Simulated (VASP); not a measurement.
Runs of VASP 6.6.1 on La. Symmetry: Im-3m, No. 229, cubic system. Conventional cell: a = 4.248 Å, b = 4.248 Å, c = 4.248 Å, α = 90.00°, β = 90.00°, γ = 90.00°. La (site symmetry m-3m) has 8 La at 3.68 Å as nearest neighbours. This isn't the form of La at room conditions, which is double hcp.

```csv
task,level,potentials or basis,U,cell,cutoff (eV),smearing,optimiser,gap on the mesh (eV),pressure (GPa)
single point,PBEsol,"VASP PAW PBE potentials, release 64 (La_GW)",-,as given,550,gaussian 0.05 eV,-,none,-2.7
single point,PBE,"VASP PAW PBE potentials, release 64 (La)",-,as given,520,gaussian 0.05 eV,-,none,(a)
relaxation of cell and atoms,LDA+U,"VASP PAW LDA potentials, release 64 (La)",La f U = 7 eV,relaxed,600,fermi-dirac 0.1 eV,BFGSLineSearch,none,0.0
single point,RPBE,"VASP PAW PBE potentials, release 54 (La)",-,as given,520,gaussian 0.1 eV,-,none,0.7
single point,PBE,"VASP PAW PBE potentials, release 64 (La)",-,cell strained at random at fixed volume,520,fermi-dirac 0.05 eV,-,none,-0.5
electrostatic potential,PBE+D3,"VASP PAW PBE potentials, release 64 (La)",-,cell strained at random at fixed volume,520,fermi-dirac 0.05 eV,-,none,-2.2
optical spectrum,PBE+D2,"VASP PAW PBE potentials, release 64 (La)",-,as given,500,tetrahedron,-,none,(b)
band structure,PW91+ULG,"VASP PAW PBE potentials, release 64 (La_GW)",-,as given,600,fermi-dirac 0.1 eV,-,-,-0.7
```

Alike in all rows: no spin polarisation; k mesh 9 × 9 × 9.

**Question.** Estimate the missing entries.

**Answer.** (a) -0.6; (b) -14.3.

Caveats: the PAW data sets were made with another functional, which shifts forces and pressure a little (some runs); pairwise dispersion overbinds metals, which lowers pressure and volume (some runs); atom-pairwise D2, TS and ULG terms overbind metals (some runs); U without spin polarisation on a metal has little footing (some runs); the U is typed as a test and isn't derived for this compound (some runs); tetrahedron occupations give inexact forces and stress in metals (some runs); spin-orbit coupling is left out, which moves the levels of the heavy elements (some runs).

A k mesh can miss the band edges, and the runs leave out spin-orbit coupling on La.

A gap of «none» marks a metal or a gap under the smearing width.
